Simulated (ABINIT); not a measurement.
Crystal: B.

```
CELL_PARAMETERS angstrom
1.88524 0.00000 0.00000
0.00000 1.88524 0.00000
0.00000 0.00000 1.88524
ATOMIC_POSITIONS crystal
B 0.50000 0.50000 0.50000
```

The cell was built by a generator and needn't be a form met in nature.

Base run:

- Program: ABINIT 10.8.3 (patched build)
- Functional: RPBE
- Potentials or basis: JTH PAW PBE v2.0
- Cutoff: 490 eV
- k mesh: 14 × 14 × 14
- Occupations: fermi-dirac, width 0.05 eV
- Spin: no spin polarisation

Its results: band gap on the k mesh none (metal or under the smearing width); pressure 3.6 GPa.

Problem. After a change of settings the same cell gave: band gap on the k mesh none (metal or under the smearing width); pressure -2.6 GPa. Which change was it?
A. functional from RPBE to PBEsol
B. functional from RPBE to LDA
C. functional from RPBE to r2SCAN
D. functional from RPBE to PW91

Solution. A.

PBEsol binds more tightly than RPBE, so the same cell stands under less pressure.

Caveats: the PAW data sets were made with another functional, which shifts forces and pressure a little.
